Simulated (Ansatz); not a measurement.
TiNi in Ansatz: the effect of functional

The system is TiNi.

```xyz
2
Lattice="2.6800 0.0000 0.0000 0.0000 2.6800 0.0000 0.0000 0.0000 3.5083" Properties=species:S:1:pos:R:3 pbc="T T T"
Ni    0.0000    0.0000    0.0000
Ti    1.3400    1.3400    1.7541
```

The cell comes from a database or a generator and needn't be the stable form of this composition.

The cell isn't the ideal one: volume scaled by 0.94.

Alike in all runs:

| Quantity | Value |
| --- | --- |
| Program | Ansatz 0.2.0 |
| Task | single point |
| Potentials or basis | Ansatz PAW |
| k mesh | 10 × 10 × 8 |
| Occupations | fermi-dirac, width 0.05 eV |
| Spin | collinear spin, ferromagnetic start |
| Starting moments | [1.0, 1.0] μB |

```tsv
functional	cutoff	pressure (GPa)	moment (μB)
LDA	420 eV (not typed: the program's choice for these potentials)	-2.2	0.00
PBEsol	420 eV (not typed: the program's choice for these potentials)	?	?
r2SCAN	500 eV (not typed: the program's choice for these potentials)	8.0	0.42
```

Question: What does the run with functional PBEsol give?

Answer: Pressure 4.1 GPa; moment 0.00 μB.

Caveats: the PAW data sets come from PBE, with cores solved anew for the run's functional, which leaves a small shift of forces and pressure; the starting moments weren't kept (some runs); the magnetic or orbital state may not be the lowest (some runs).

Runs at the PBE level aren't shown here.
